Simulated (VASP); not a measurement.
# HfH2 (I4/mmm) in VASP: a series of runs, part 2 of 2

VASP 6.6.1. Earlier steps stand in the parts before.

## 4. Relaxation of cell and atoms, LDA

File INCAR:

```
SYSTEM = HfH2
ALGO     = Normal         ! electronic algorithm
EDIFF    = 1E-6           ! SCF threshold, eV
EDIFFG   = -0.01          ! ionic threshold
ENCUT    = 600            ! plane-wave cutoff, eV
IBRION   = 2              ! ionic algorithm
ISIF     = 3              ! what is computed and relaxed
ISMEAR   = 1              ! smearing method
LASPH    = .True.         ! aspherical terms in the spheres
LCHARG   = .False.        ! write CHGCAR
LREAL    = .False.        ! projectors in reciprocal space
LWAVE    = .False.        ! write WAVECAR
NELM     = 80             ! most SCF steps
NSW      = 90             ! ionic steps
PREC     = Accurate       ! precision mode
SIGMA    = 0.1            ! smearing width, eV
```

File KPOINTS:

```
k-points
0
Gamma
  16 16 16
  0 0 0
```

File POSCAR:

```
HfH2
1.0
   -1.7390000000      1.7390000000      2.1805000000
    1.7390000000     -1.7390000000      2.1805000000
    1.7390000000      1.7390000000     -2.1805000000
Hf H
1 2
Direct
    0.0000000000      0.0000000000      0.0000000000
    0.7500000000      0.2500000000      0.5000000000
    0.2500000000      0.7500000000      0.5000000000
```

Potentials or basis: VASP PAW LDA potentials, release 64 (Hf_pv, H).

Command:

```
> cat potpaw_LDA.64/Hf_pv/POTCAR potpaw_LDA.64/H/POTCAR > POTCAR
> mpirun -np 1 vasp_std > vasp.out
```

OUTCAR:

```text
SYSTEM = HfH2
   EDIFF = 1E-6
   EDIFFG = -0.01
   ENCUT = 600
   IBRION = 2
   ISIF = 3
   ISMEAR = 1
   LASPH = .True.
   LREAL = .False.
   NELM = 80
   NSW = 90
   PREC = Accurate

 ion  position               nearest neighbor table
   1  0.000  0.000  0.000-   2 2.05   3 2.05   2 2.05   3 2.05   2 2.05   3 2.05   2 2.05   3 2.05

   2  0.750  0.250  0.500-   1 2.05   1 2.05   1 2.05   1 2.05
   3  0.250  0.750  0.500-   1 2.05   1 2.05   1 2.05   1 2.05

  LATTYP: Found a body centered tetragonal cell.
 ALAT       =     3.4780000000
 C/A-ratio  =     1.2538815411

  Lattice vectors:

 A1 = (  -1.7390000000,   1.7390000000,   2.1805000000)
 A2 = (   1.7390000000,  -1.7390000000,   2.1805000000)
 A3 = (   1.7390000000,   1.7390000000,  -2.1805000000)

Analysis of symmetry for initial positions (statically):
=====================================================================
 Subroutine PRICEL returns:
 Original cell was already a primitive cell.

 Routine SETGRP: Setting up the symmetry group for a
 body centered tetragonal supercell.

 Subroutine GETGRP returns: Found 16 space group operations
 (whereof 16 operations were pure point group operations)
 out of a pool of 16 trial point group operations.

The static configuration has the point symmetry D_4h.

Analysis of symmetry for dynamics (positions and initial velocities):
[... 173 lines left out ...]
  external PRESSURE =     -84.0862011 kB  Pullay stress =       0.0000000 kB
[... 246 lines left out ...]
--------------------------------------- Ionic step        8  -------------------------------------------

 number of electron      11.9999999 magnetization

 Free energy of the ion-electron system (eV)
  ---------------------------------------------------
  ext. energy  EPLUGINS =         0.00000000
  ---------------------------------------------------
  free energy    TOTEN  =       -19.50051069 eV

  energy without entropy =      -19.50010785  energy(sigma->0) =      -19.50037641

 E-fermi :   5.6148     XC(G=0): -11.8695

 val. band max:        5.6100120795   @ k =  -0.1250   0.2500   0.1250
 cond. band min:       5.6164603661   @ k =  -0.1875   0.4375   0.1875
 fundamental gap:      0.0064482866
 Fermi energy:         5.6148210150

 k-point     1 :       0.0000    0.0000    0.0000
  band No.  band energies     occupation
      1     -24.9881      2.00000
      2     -24.9881      2.00000
      3     -24.9200      2.00000
      4      -5.8665      2.00000
      5       4.5621      2.00000
      6       5.0879      2.00000
      7       5.0879      2.00000
      8       6.0617     -0.00000
      9       7.3674     -0.00000
     10       8.9626      0.00000
[... 287 lines left out ...]
 k-point    24 :      -0.0625    0.0625    0.0000
  band No.  band energies     occupation
      1     -25.0176      2.00000
      2     -24.9924      2.00000
      3     -24.9301      2.00000
      4      -5.7221      2.00000
      5       3.4453      2.00000
      6       5.2139      2.00000
      7       6.1235     -0.00000
      8       6.3608     -0.00000
      9       7.2285     -0.00000
     10       8.8344      0.00000

 [... further k-points ...]
[... 5 lines left out ...]
  --------------------------------------------------------------------------------------
  -------------------------------------------------------------------------------------
  Total       -0.0250767     -0.0250767     -0.0216220      0.0000000      0.0000000      0.0000000
  in kB       -1.6140621     -1.6140621     -1.3917044      0.0000000      0.0000000      0.0000000
  external PRESSURE =      -1.5399429 kB  Pullay stress =       0.0000000 kB
[... 18 lines left out ...]
  FREE ENERGIE OF THE ION-ELECTRON SYSTEM (eV)
  ---------------------------------------------------
  free  energy   TOTEN  =       -19.5005106872 eV

  energy  without entropy=      -19.5001078549  energy(sigma->0) =      -19.50037641

 reached required accuracy - stopping structural energy minimisation
```

CONTCAR:

```text
HfH2
   1.00000000000000
    -1.7205053785713249    1.7205053785713249    2.1022673456770198
     1.7205053785713249   -1.7205053785713249    2.1022673456770198
     1.7205053785713249    1.7205053785713249   -2.1022673456770198
  Hf              H
     1     2
Direct
     0.0000000000000000    0.0000000000000000    0.0000000000000000
     0.7500000000000000    0.2500000000000000    0.5000000000000000
     0.2500000000000000    0.7500000000000000    0.5000000000000000

  0.00000000E+00  0.00000000E+00  0.00000000E+00
  0.00000000E+00  0.00000000E+00  0.00000000E+00
  0.00000000E+00  0.00000000E+00  0.00000000E+00
```

Wall time 6.8 min (1 thread of AMD EPYC 7R43 (Zen 3), shared host); peak memory 0.24 GiB.

What came out:

```
Free energy                            : -19.5005 eV
Relaxed volume                         : 8.30 Å³/atom
Relaxed cell                           : a = 3.216 Å, b = 3.216 Å, c = 3.216 Å, α = 115.30°, β = 115.30°, γ = 98.35°
Space group after relaxing (to 0.05 Å) : I4/mmm (No. 139)
Energy gained by relaxing              : 14.2 meV/atom
Ionic steps                            : 8
Pressure after relaxing                : -0.2 GPa
Band gap on the k mesh                 : none (metal or under the smearing width)
```

Step by step:
```csv
step,energy change (eV),largest force (eV/Å),pressure (GPa),volume (Å³)
1,0.0000,0.0000,-8.41,26.38
2,-0.0391,0.0000,1.82,24.65
3,-0.0405,0.0000,0.07,24.91
4,-0.0405,0.0000,-0.11,24.94
5,-0.0413,0.0000,-0.13,24.93
6,-0.0425,0.0000,-0.16,24.90
7,-0.0426,0.0000,-0.16,24.89
8,-0.0426,0.0000,-0.15,24.89
```

Final structure:
```xyz
3
Lattice="-1.7205 1.7205 2.1023 1.7205 -1.7205 2.1023 1.7205 1.7205 -2.1023" Properties=species:S:1:pos:R:3 pbc="T T T"
Hf    0.0000    0.0000    0.0000
H     0.0000    1.7205    1.0511
H     1.7205    0.0000    1.0511
```

Levels at points of the mesh, in eV from the Fermi level:
| k point | band 3 | band 4 | band 5 | band 6 | band 7 | band 8 | band 9 | band 10 |
| --- | --- | --- | --- | --- | --- | --- | --- | --- |
| (0.00, 0.00, 0.00) | -30.53 | -11.48 | -1.05 | -0.53 | -0.53 | 0.45 | 1.75 | 3.35 |
| (0.50, 0.00, 0.00) | -30.59 | -8.57 | -5.00 | -1.02 | 0.75 | 3.87 | 4.78 | 5.24 |
| (0.50, 0.50, 0.00) | -30.71 | -6.68 | -5.66 | -4.32 | 4.00 | 4.23 | 5.70 | 6.75 |
| (0.50, 0.50, 0.50) | -30.94 | -8.06 | -3.97 | -3.88 | 4.88 | 4.98 | 4.98 | 5.85 |

Spin-orbit coupling is left out, which matters for the levels of Hf. Zero-point motion and thermal expansion aren't in these numbers.

## 5. Relaxation of cell and atoms, LDA

This run uses another cell than the first one, of 8.30 Å³/atom, 0.944 times its volume.

INCAR, as its differences from that of step 4:

```diff
@@ -2,4 +2,4 @@
 ALGO     = Normal         ! electronic algorithm
-EDIFF    = 1E-6           ! SCF threshold, eV
-EDIFFG   = -0.01          ! ionic threshold
+EDIFF    = 1E-7           ! SCF threshold, eV
+EDIFFG   = -0.005         ! ionic threshold
 ENCUT    = 600            ! plane-wave cutoff, eV
```

KPOINTS is that of step 4.

File POSCAR:

```
HfH2                                    
1.0
   -1.7205053786      1.7205053786      2.1022673457
    1.7205053786     -1.7205053786      2.1022673457
    1.7205053786      1.7205053786     -2.1022673457
  Hf              H             
     1     2
Direct
     0.0000000000000000    0.0000000000000000    0.0000000000000000
     0.7500000000000000    0.2500000000000000    0.5000000000000000
     0.2500000000000000    0.7500000000000000    0.5000000000000000
```

Command:

```
> cat potpaw_LDA.64/Hf_pv/POTCAR potpaw_LDA.64/H/POTCAR > POTCAR
> mpirun -np 1 vasp_std > vasp.out
```

Run time: 2.3 min. Hardware: 1 thread of AMD EPYC 7R43 (Zen 3), shared host; peak memory 0.22 GiB.

It converged, with:

```yaml
Free_energy: -19.5001 eV
Relaxed_volume: 8.29 Å³/atom
Relaxed_cell: a = 3.214 Å, b = 3.214 Å, c = 3.214 Å, α = 115.31°, β = 115.31°, γ = 98.34°
Space_group_after_relaxing_to_0.05_Å: I4/mmm (No. 139)
Energy_gained_by_relaxing: 0.0 meV/atom
Ionic_steps: 2
Pressure_after_relaxing: 0.0 GPa
Band_gap_on_the_k_mesh: none (metal or under the smearing width)
```

Final structure:
```cif
data_structure
_symmetry_space_group_name_H-M 'P 1'
_symmetry_Int_Tables_number 1
_cell_length_a 3.2142
_cell_length_b 3.2142
_cell_length_c 3.2142
_cell_angle_alpha 115.305
_cell_angle_beta 115.305
_cell_angle_gamma 98.344
_cell_volume 24.86
loop_
_atom_site_label
_atom_site_type_symbol
_atom_site_fract_x
_atom_site_fract_y
_atom_site_fract_z
_atom_site_occupancy
Hf1 Hf 0.00000 0.00000 0.00000 1
H1 H 0.75000 0.25000 0.50000 1
H2 H 0.25000 0.75000 0.50000 1
```

Levels at points of the mesh, in eV from the Fermi level:
```tsv
k point	band 4	band 5	band 6	band 7	band 8	band 9
(0.00, 0.00, 0.00)	-11.49	-1.05	-0.53	-0.53	0.45	1.76
(0.50, 0.00, 0.00)	-8.58	-5.00	-1.02	0.75	3.88	4.78
(0.50, 0.50, 0.00)	-6.69	-5.66	-4.32	4.01	4.24	5.71
(0.50, 0.50, 0.50)	-8.06	-3.98	-3.88	4.88	4.99	4.99
```

The run has no spin-orbit coupling, so splittings on Hf are missing.

## 6. Relaxation of cell and atoms, PBEsol

File INCAR:

```
PREC = Accurate
ENCUT = 600
EDIFF = 1E-6
ISMEAR = 1
SIGMA = 0.1
LREAL = F
LASPH = T
NELM = 80
ALGO = Normal
ISIF = 3
LWAVE = F
LCHARG = F
GGA = PS
IBRION = 2
NSW = 90
EDIFFG = -0.01
```

File KPOINTS:

```
regular mesh
0
Gamma
  16 16 16
```

File POSCAR:

```
HfH2
1.0
   -1.7390000000      1.7390000000      2.1805000000
    1.7390000000     -1.7390000000      2.1805000000
    1.7390000000      1.7390000000     -2.1805000000
Hf H
1 2
Direct
    0.0000000000      0.0000000000      0.0000000000
    0.7500000000      0.2500000000      0.5000000000
    0.2500000000      0.7500000000      0.5000000000
```

Potentials or basis: VASP PAW PBE potentials, release 64 (Hf_pv, H).

Command:

```
> cat potpaw_PBE.64/Hf_pv/POTCAR potpaw_PBE.64/H/POTCAR > POTCAR
> mpirun -np 1 vasp_std > vasp.out
```

It took 3.5 min on 1 thread of Intel Xeon 6975P-C (Granite Rapids), shared host; peak memory 0.28 GiB.

It converged, with:

| Quantity | Value |
| --- | --- |
| Free energy | -18.7913 eV |
| Relaxed volume | 8.45 Å³/atom |
| Relaxed cell | a = 3.236 Å, b = 3.236 Å, c = 3.236 Å, α = 115.47°, β = 115.47°, γ = 98.04° |
| Space group after relaxing (to 0.05 Å) | I4/mmm (No. 139) |
| Energy gained by relaxing | 6.8 meV/atom |
| Ionic steps | 5 |
| Pressure after relaxing | 0.0 GPa |
| Band gap on the k mesh | none (metal or under the smearing width) |

Stress tensor (GPa, compression positive):
```
 0.11  0.00  0.00
 0.00  0.11  0.00
 0.00  0.00 -0.15
```

The path:
| step | energy change (eV) | largest force (eV/Å) | pressure (GPa) | volume (Å³) |
| --- | --- | --- | --- | --- |
| 1 | 0.0000 | 0.0000 | -5.63 | 26.38 |
| 2 | -0.0182 | 0.0000 | 1.05 | 25.22 |
| 3 | -0.0186 | 0.0000 | 0.09 | 25.36 |
| 4 | -0.0193 | 0.0000 | 0.08 | 25.36 |
| 5 | -0.0203 | 0.0000 | 0.02 | 25.34 |

Final structure:
```cif
data_structure
_symmetry_space_group_name_H-M 'P 1'
_symmetry_Int_Tables_number 1
_cell_length_a 3.2364
_cell_length_b 3.2364
_cell_length_c 3.2364
_cell_angle_alpha 115.475
_cell_angle_beta 115.475
_cell_angle_gamma 98.035
_cell_volume 25.34
loop_
_atom_site_label
_atom_site_type_symbol
_atom_site_fract_x
_atom_site_fract_y
_atom_site_fract_z
_atom_site_occupancy
Hf1 Hf 0.00000 0.00000 0.00000 1
H1 H 0.75000 0.25000 0.50000 1
H2 H 0.25000 0.75000 0.50000 1
```

Levels at points of the mesh, in eV from the Fermi level:
```tsv
k point	band 2	band 3	band 4	band 5	band 6	band 7	band 8	band 9	band 10
(0.00, 0.00, 0.00)	-30.81	-30.74	-11.50	-1.19	-0.51	-0.51	0.43	1.78	3.32
(0.50, 0.00, 0.00)	-30.94	-30.80	-8.57	-5.17	-0.97	0.71	3.85	4.61	5.14
(0.50, 0.50, 0.00)	-30.98	-30.91	-6.69	-5.80	-4.31	4.00	4.21	5.60	6.55
(0.50, 0.50, 0.50)	-31.12	-31.12	-7.99	-4.11	-3.96	4.80	4.91	4.91	5.64
```

Caveat: the PAW data sets were made with another functional, which shifts forces and pressure a little. The run has no spin-orbit coupling, so splittings on Hf are missing.

## 7. Relaxation of cell and atoms, PBEsol

This run uses another cell than the first one, of 8.45 Å³/atom, 0.961 times its volume.

INCAR, as its differences from that of step 6:

```diff
@@ -2,3 +2,3 @@
 ENCUT = 600
-EDIFF = 1E-6
+EDIFF = 1E-7
 ISMEAR = 1
@@ -15,2 +15,2 @@
 NSW = 90
-EDIFFG = -0.01
+EDIFFG = -0.005
```

KPOINTS is that of step 6.

File POSCAR:

```
HfH2                                    
1.0
   -1.7275849200      1.7275849200      2.1225064917
    1.7275849200     -1.7275849200      2.1225064917
    1.7275849200      1.7275849200     -2.1225064917
  Hf              H             
     1     2
Direct
     0.0000000000000000    0.0000000000000000    0.0000000000000000
     0.7500000000000000    0.2500000000000000    0.5000000000000000
     0.2500000000000000    0.7500000000000000    0.5000000000000000
```

Command:

```
> cat potpaw_PBE.64/Hf_pv/POTCAR potpaw_PBE.64/H/POTCAR > POTCAR
> mpirun -np 1 vasp_std > vasp.out
```

It took 2.2 min on 1 thread of Intel Xeon 6975P-C (Granite Rapids), shared host; peak memory 0.26 GiB.

It converged, with:

```yaml
Free_energy: -18.7910 eV
Energy_gained_by_relaxing: 0.0 meV/atom
Ionic_steps: 5
Pressure_after_relaxing: 0.0 GPa
Band_gap_on_the_k_mesh: none (metal or under the smearing width)
```

Final structure:
```
CELL_PARAMETERS angstrom
-1.72970 1.72970 2.11751
1.72970 -1.72970 2.11751
1.72970 1.72970 -2.11751
ATOMIC_POSITIONS crystal
Hf 0.00000 0.00000 0.00000
H 0.75000 0.25000 0.50000
H 0.25000 0.75000 0.50000
```

Levels at points of the mesh, in eV from the Fermi level:
```tsv
k point	band 3	band 4	band 5	band 6	band 7	band 8	band 9	band 10
(0.00, 0.00, 0.00)	-30.74	-11.50	-1.17	-0.51	-0.51	0.45	1.75	3.32
(0.50, 0.00, 0.00)	-30.79	-8.56	-5.17	-0.99	0.74	3.84	4.61	5.16
(0.50, 0.50, 0.00)	-30.91	-6.67	-5.81	-4.31	3.98	4.19	5.61	6.55
(0.50, 0.50, 0.50)	-31.12	-8.00	-4.07	-3.95	4.81	4.91	4.91	5.62
```

Caveat: the PAW data sets were made with another functional, which shifts forces and pressure a little. The run has no spin-orbit coupling, so splittings on Hf are missing.

## 8. Overview

| level | potentials or basis | gap on the mesh (eV) | pressure (GPa) | relaxed volume (Å³/atom) |
| --- | --- | --- | --- | --- |
| r2SCAN | VASP PAW PBE potentials, release 64 (Hf_pv, H) | none | 0.1 | - |
| LDA | VASP PAW LDA potentials, release 64 (Hf_pv, H) | none | 0.0 | 8.29 |
| PBEsol | VASP PAW PBE potentials, release 64 (Hf_pv, H) | none | 0.0 | 8.45 |

Alike in all rows: task relaxation of cell and atoms; no spin polarisation; cell relaxed; k mesh 16 × 16 × 16; cutoff (eV) 600; smearing methfessel-paxton 0.1 eV.

Caveats: the PAW data sets were made with another functional, which shifts forces and pressure a little (some runs); the relaxation stopped at its first step, so nothing moved (some runs).

Total energies depend on the potentials used, so only differences within one code and one set of settings carry meaning.
